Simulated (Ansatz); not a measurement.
# SnO: the cost of one run

Method: DFT PBE+D3(BJ), scalar-relativistic, plane waves, PAW, in Ansatz 0.2.0.

23 further runs of the same task are left out: 1 that didn't finish, 22 set aside as unsound or not needed. Runs told in other sessions of the task aren't counted.

## (1) The starting structure

The structure is tetragonal, space group P4/nmm (No. 129). The conventional cell has a = 3.769 Å, b = 3.769 Å, c = 30.633 Å, α = 90.00°, β = 90.00°, γ = 90.00°. Sn (site symmetry 4mm) is surrounded by 4 O at 2.19 Å. O (site symmetry -4m2) is surrounded by 4 Sn at 2.19 Å.

Coordinates:

```xyz
4
Lattice="3.7690 0.0000 0.0000 0.0000 3.7690 0.0000 0.0000 0.0000 30.6328" Properties=species:S:1:pos:R:3 pbc="T T T"
Sn    2.8268    0.9423   14.1964
O     0.9423    0.9423   15.3164
O     2.8268    2.8268   15.3164
Sn    0.9423    2.8268   16.4364
```

This is the geometry of the first run shown, built on a cell relaxed beforehand with the same method.

## (2) Plan of the line

Atoms count from 1 in the order of the input.

The lattice constant and the thickness of a sheet are varied, nothing relaxed.

- lattice constant a of the sheet (both vectors scaled alike): 7 values from 3.667 to 3.973 Å
- thickness: height of Sn4 above Sn1, all heights scaled alike: 7 values from 2.240 to 2.486 Å

Nothing else is relaxed. Points are written as (first, second).

## (3) Point (3.769 Å, 2.240 Å)

The sheet is isolated along c: the input cuts the Coulomb interaction between periodic copies.

The input, input.yaml:

```yaml
crystal:
  lattice:
    - [3.769, 0.0, 0.0]
    - [0.0, 3.769, 0.0]
    - [0.0, 0.0, 30.6327602731]
  atoms:
    - { symbol: Sn, position: [0.75, 0.25, 0.4634378362] }
    - { symbol: O, position: [0.25, 0.25, 0.5] }
    - { symbol: O, position: [0.75, 0.75, 0.5] }
    - { symbol: Sn, position: [0.25, 0.75, 0.5365621638] }
  periodic: [true, true, false]
basis:
  ecutwfc: 420
kpoints:
  mp_grid: { grid: [6, 6, 1] }
hamiltonian:
  xc: pbe
  pseudopotentials: { kind: paw, azcp: { folder: soft_1 } }
  dispersion: d3bj
scf:
  occupations: { method: gaussian, width: 0.02 }
output:
  forces: true
  stress: true
  eigenvalues: true
```

The run is started by

```sh
$ ansatz run input.yaml --threads 1 --pin off --max-ram 3072MiB --backend cpu --events-out ev --progress --plain --runs-dir out
```

What time and memory should one allow on 1 thread of AMD EPYC 9R45 (Zen 5), shared host?

About 3.7 s, with a peak of 0.57 GiB.
